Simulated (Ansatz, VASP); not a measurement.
BiTe: VASP beside Ansatz

The input INCAR:

```
PREC     = Accurate       # precision mode
ENCUT    = 520            # plane-wave cutoff, eV
EDIFF    = 1E-6           # SCF threshold, eV
ISMEAR   = -1             # smearing method
SIGMA    = 0.05           # smearing width, eV
LREAL    = F              # projectors in reciprocal space
LASPH    = T              # aspherical terms in the spheres
NELM     = 100            # most SCF steps
ALGO     = Normal         # electronic algorithm
ISIF     = 2              # what is computed and relaxed
LWAVE    = F              # write WAVECAR
LCHARG   = F              # write CHGCAR
GGA      = PE             # functional
NBANDS   = 18             # bands
```

KPOINTS

```
Automatic mesh
0
Gamma
  7 7 7
```

File POSCAR:

```
BiTe
1.0
    0.0000000000      3.2350000000      3.2350000000
    3.2350000000      0.0000000000      3.2350000000
    3.2350000000      3.2350000000      0.0000000000
Bi Te
1 1
Direct
    0.0000000000      0.0000000000      0.0000000000
    0.5000000000      0.5000000000      0.5000000000
```

input.yaml

```yaml
crystal:
  lattice:
    - [0.0, 3.235, 3.235]
    - [3.235, 0.0, 3.235]
    - [3.235, 3.235, 0.0]
  atoms:
    - { symbol: Bi, position: [0.0, 0.0, 0.0] }
    - { symbol: Te, position: [0.5, 0.5, 0.5] }
hamiltonian:
  xc: pbe
  pseudopotentials: { kind: paw }
kpoints:
  mp_grid: { grid: [7, 7, 7] }
scf:
  occupations: { method: fermi_dirac, width: 0.05 }
output:
  forces: true
  stress: true
  eigenvalues: true
```

Change from the starting cell: strain = 0.0.

Alike in both runs: task single point; functional PBE; k mesh 7 × 7 × 7; occupations fermi-dirac, width 0.05 eV; no spin polarisation.

|  | VASP | Ansatz |
| --- | --- | --- |
| version | VASP 6.6.1 | Ansatz 0.2.0 |
| potentials or method | VASP PAW PBE potentials, release 64 (Bi_d, Te) | Ansatz PAW |
| plane-wave cutoff (eV) | 520 | 420 |
| valence electrons in the cell | 21 | 31 |

|  | VASP | Ansatz | Ansatz less VASP |
| --- | --- | --- | --- |
| gap on the k mesh at the Fermi level (eV) | none | none | - |
| pressure (GPa) | 0.9 | 0.9 | +0.06 |

A gap of «none» marks a metal or a gap that the smearing closes. The two sets of potentials don't hold the same shells in valence.

Caveats: spin-orbit coupling is left out, which moves the levels of the heavy elements.
